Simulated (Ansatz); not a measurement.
# Na: response to strain

Na is deformed so: xy engineering shear strain of +2 %. What stress and forces result, by LAPW, PAW and all-electron datasets made for the crystal?

Method: DFT PBE, scalar-relativistic, in Ansatz 0.2.0.

### 1 Starting point

The structure is hexagonal, space group P6_3/mmc (No. 194). Conventional cell: a = 3.689 Å, b = 3.689 Å, c = 6.269 Å, α = 90.00°, β = 90.00°, γ = 120.00°. Na (site symmetry -6m2) has 12 Na at 3.69 to 3.79 Å as nearest neighbours.

As a file:

```cif
data_structure
_symmetry_space_group_name_H-M 'P 1'
_symmetry_Int_Tables_number 1
_cell_length_a 3.6888
_cell_length_b 3.6888
_cell_length_c 6.2692
_cell_angle_alpha 90.000
_cell_angle_beta 90.000
_cell_angle_gamma 120.000
_cell_volume 73.88
loop_
_atom_site_label
_atom_site_type_symbol
_atom_site_fract_x
_atom_site_fract_y
_atom_site_fract_z
_atom_site_occupancy
Na1 Na 0.33333 0.66667 0.25000 1
Na2 Na 0.66667 0.33333 0.75000 1
```

Atoms are numbered in the order of the input: Na1, Na2.

### 2 The deformed structure

Space group P6_3/mmc before, P2_1/m after.

### 3 Full-potential LAPW

input.yaml reads:

```yaml
crystal:
  lattice:
    - [3.6887707041, 0.036887707, 0.0]
    - [-1.8124396607, 3.176125285, 0.0]
    - [0.0, 0.0, 6.269194]
  atoms:
    - { symbol: Na, position: [0.3333333333, 0.6666666667, 0.25] }
    - { symbol: Na, position: [0.6666666667, 0.3333333333, 0.75] }
kpoints:
  mp_grid: { grid: [10, 10, 6] }
scf:
  occupations: { method: fermi_dirac, width: 0.05 }
hamiltonian:
  xc: pbe
  pseudopotentials: { kind: all_electron, lapw: { basis_error: 0.0005 } }
output:
  forces: true
  stress: true
  eigenvalues: true
```

### 4 PAW with frozen cores

input.yaml, as its differences from that of step 3:

```diff
@@ -14,3 +14,3 @@
   xc: pbe
-  pseudopotentials: { kind: all_electron, lapw: { basis_error: 0.0005 } }
+  pseudopotentials: { kind: paw }
 output:
@@ -19 +19,2 @@
   eigenvalues: true
+  efg: { contact_densities: true }
```

### 5 Datasets made for this crystal

input.yaml, as its differences from that of step 4:

```diff
@@ -14,3 +14,3 @@
   xc: pbe
-  pseudopotentials: { kind: paw }
+  pseudopotentials: { kind: all_electron, datasets: crystal }
 output:
```

(Steps that only read results are left out.)

**Question.** What will these runs give? Wanted: pressure; largest shear or deviatoric stress.

As calculated:

| quantity | value |
| --- | --- |
| pressure | LAPW 0.04, PAW 0.03, crystal datasets 0.04 GPa |
| largest shear or deviatoric stress (LAPW) | 0.39 GPa |

What this shows: The largest part of the stress beyond the pressure is 0.39 GPa in size, in the zz component; the atoms are carried along and not relaxed. No run of the undeformed cell stands beside it, so the pressure holds what the given cell had before the change. PAW: stress within 0.01 GPa of LAPW. Crystal datasets: stress within 0.01 GPa of LAPW.
